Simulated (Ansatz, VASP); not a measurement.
**One calculation of Nb, two programs**

INCAR

```
SYSTEM = Nb
ALGO = Normal
EDIFF = 1E-8
ENCUT = 520
GGA = PS
ISIF = 2
ISMEAR = -1
LASPH = .True.
LCHARG = .False.
LEFG = .True.
LREAL = .False.
LWAVE = .False.
NBANDS = 12
NELM = 100
PREC = Accurate
SIGMA = 0.08
```

KPOINTS

```
k-points
0
Gamma
  13 13 13
  0 0 0
```

File POSCAR:

```
Nb
1.0
    0.0000000000      2.1220266297      2.1220266297
    2.1220266297      0.0000000000      2.1220266297
    2.1220266297      2.1220266297      0.0000000000
Nb
1
Direct
    0.0000000000      0.0000000000      0.0000000000
```

Input for Ansatz:

```yaml
crystal:
  lattice:
    - [0.0, 2.1220266297, 2.1220266297]
    - [2.1220266297, 0.0, 2.1220266297]
    - [2.1220266297, 2.1220266297, 0.0]
  atoms:
    - { symbol: Nb, position: [0.0, 0.0, 0.0] }
kpoints:
  mp_grid: { grid: [13, 13, 13] }
scf:
  occupations: { method: fermi_dirac, width: 0.08 }
hamiltonian:
  xc: pbesol
  pseudopotentials: { kind: paw }
output:
  forces: true
  stress: true
  eigenvalues: true
  efg: { contact_densities: true }
```

Change from the starting cell: volume scaled by 1.01, PAW files.

Alike in both runs: task electric field gradients; functional PBEsol; k mesh 13 × 13 × 13; occupations fermi-dirac, width 0.08 eV; no spin polarisation.

|  | VASP | Ansatz |
| --- | --- | --- |
| version | VASP 6.6.1 | Ansatz 0.2.0 |
| potentials or method | VASP PAW PBE potentials, release 64 (Nb_sv) | PAW with Ansatz's default frozen-core files, scalar-relativistic |
| plane-wave cutoff (eV) | 520 | 420 |
| valence electrons in the cell | 13 | 13 |

VASP gave:

```
pressure (GPa)                                                 : -8.4
Vzz of the field gradient on the site that differs most (V/Å²) : 0.0
```

**Question.** Which values does Ansatz return?

**Answer.** Pressure (GPa): -8.1; Vzz of the field gradient on the site that differs most (V/Å²): 0.0.

Ansatz warned: «gradients_without_spin_orbit».

Caveats: the PAW data sets were made with another functional, which shifts forces and pressure a little (VASP).
